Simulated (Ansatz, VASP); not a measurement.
# Two plane-wave programs on C

INCAR

```
SYSTEM = C
PREC = Accurate
ENCUT = 520
EDIFF = 1E-6
ISMEAR = 0
SIGMA = 0.1
LREAL = .FALSE.
LASPH = .TRUE.
NELM = 80
ALGO = Normal
ISIF = 2
LWAVE = .FALSE.
LCHARG = .FALSE.
NBANDS = 8
```

The input KPOINTS:

```
regular mesh
0
G
  30 30 32
  0 0 0
```

POSCAR

```
C
1.0
    1.8106891714      0.0000000000      0.0000000000
    0.0000000000      1.8106891714      0.0000000000
    0.0000000000      0.0000000000      1.7038604702
C
1
Direct
    0.5000000000      0.5000000000      0.0000000000
```

Input for Ansatz:

```yaml
crystal:
  lattice:
    - [1.8106891714, 0.0, 0.0]
    - [0.0, 1.8106891714, 0.0]
    - [0.0, 0.0, 1.7038604702]
  atoms:
    - { symbol: C, position: [0.5, 0.5, 0.0] }
kpoints:
  mp_grid: { grid: [30, 30, 32] }
hamiltonian:
  xc: lda
scf:
  occupations: { method: gaussian, width: 0.1 }
  n_extra_bands: 16
output:
  forces: true
  eigenvalues: true
  stress: true
```

The cell was built by a generator and needn't be a form met in nature.

Alike in both runs: task single point; functional LDA; k mesh 30 × 30 × 32; occupations gaussian, width 0.1 eV; no spin polarisation.

|  | VASP | Ansatz |
| --- | --- | --- |
| version | VASP 6.6.1 | Ansatz 0.2.0 |
| potentials or method | VASP PAW LDA potentials, release 64 (C) | scalar-relativistic, plane waves, PAW |
| plane-wave cutoff (eV) | 520 | 420 |
| valence electrons in the cell | 4 | 4 |

VASP gave:

* gap on the k mesh at the Fermi level (eV): none
* pressure (GPa): -13.8
* largest component of the traceless stress (GPa): 2.35

**Question.** Which values does Ansatz return?

**Answer.** gap on the k mesh at the Fermi level (eV): none; pressure (GPa): -14.7; largest component of the traceless stress (GPa): 2.36.

A gap of «none» marks a metal or a gap that the smearing closes.
